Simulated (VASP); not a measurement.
A run of VASP 6.6.1 is set up as follows.

Contents of INCAR:

```
SYSTEM = Sn
PREC     = Accurate       ! precision mode
ENCUT    = 520            ! plane-wave cutoff, eV
EDIFF    = 1E-7           ! SCF threshold, eV
ISMEAR   = 0              ! smearing method
SIGMA    = 0.1            ! smearing width, eV
LREAL    = .FALSE.        ! projectors in reciprocal space
LASPH    = .TRUE.         ! aspherical terms in the spheres
NELM     = 100            ! most SCF steps
ALGO     = Fast           ! electronic algorithm
ISIF     = 2              ! what is computed and relaxed
LWAVE    = .FALSE.        ! write WAVECAR
LCHARG   = .FALSE.        ! write CHGCAR
GGA      = PS             ! functional
NBANDS   = 21             ! bands
```

Contents of KPOINTS:

```
Automatic mesh
0
G
  16 16 16
  0 0 0
```

File POSCAR:

```
Sn
1.0
   -2.9188892204      2.9188892204      1.5763088254
    2.9188892204     -2.9188892204      1.5763088254
    2.9188892204      2.9188892204     -1.5763088254
Sn
2
Direct
    0.0000000000      0.0000000000      0.0000000000
    0.7500000000      0.2500000000      0.5000000000
```

Potentials or basis: VASP PAW PBE potentials, release 64 (Sn_d).

Command:

```bash
$ cat potpaw_PBE.64/Sn_d/POTCAR > POTCAR
$ mpirun -np 1 vasp_std > vasp.out
```

Q: What does it give for the pressure?

A: 0.0 GPa.

Q: Predict the band gap on the k mesh.

A: None (metal or under the smearing width).

Caveat: the PAW data sets were made with another functional, which shifts forces and pressure a little.
